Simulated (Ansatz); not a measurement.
Crystal: InSe.

```xyz
8
Lattice="4.0473 0.0000 0.0000 -2.0237 3.5051 0.0000 0.0000 0.0000 18.0521" Properties=species:S:1:pos:R:3 pbc="T T T"
In    0.0000    2.3367    1.3971
In    0.0000    2.3367   16.6550
In    0.0000    0.0000    7.6289
In    0.0000    0.0000   10.4231
Se    0.0000    2.3367    6.3721
Se    0.0000    2.3367   11.6800
Se    2.0237    1.1684    2.6537
Se    2.0237    1.1684   15.3984
```

Measurements of this composition are mostly on another form, of space group No. 160.

Base run:

| Item | Value |
| --- | --- |
| Program | Ansatz 0.2.0 |
| Functional | r2SCAN |
| Potentials or basis | Ansatz PAW |
| Cutoff | 500 eV (not typed: the program's choice for these potentials) |
| k mesh | 8 × 8 × 2 |
| Occupations | fermi-dirac, width 0.05 eV |
| Spin | no spin polarisation |

Its results: band gap on the k mesh 1.14 eV, direct; pressure -0.1 GPa; largest force 0.029 eV/Å.

Task: After a change of settings the same cell gave: band gap on the k mesh 0.64 eV, direct; pressure -0.8 GPa; largest force 0.061 eV/Å. Which change was it?
A. functional from r2SCAN to PBE; cutoff from 500 eV (not typed: the program's choice for these potentials) to 420 eV (not typed: the program's choice for these potentials); k mesh from 8 × 8 × 2 to 6 × 6 × 2
B. functional from r2SCAN to PBE; cutoff from 500 eV (not typed: the program's choice for these potentials) to 420 eV (not typed: the program's choice for these potentials); occupations from fermi-dirac, width 0.05 eV to gaussian, width 0.011 eV
C. functional from r2SCAN to LDA; cutoff from 500 eV (not typed: the program's choice for these potentials) to 420 eV (not typed: the program's choice for these potentials)
D. functional from r2SCAN to PBEsol; cutoff from 500 eV (not typed: the program's choice for these potentials) to 420 eV (not typed: the program's choice for these potentials)

Result: D.

r2SCAN gives the wider gap, since meta-GGAs in the generalised Kohn-Sham scheme recover part of the derivative discontinuity.

Caveats: spin-orbit coupling is left out, which moves the levels of the heavy elements; the PAW data sets come from PBE, with cores solved anew for the run's functional, which leaves a small shift of forces and pressure; this functional lacks dispersion, which binds the layers, so the pressure and a relaxed spacing across them are unreliable (some runs).
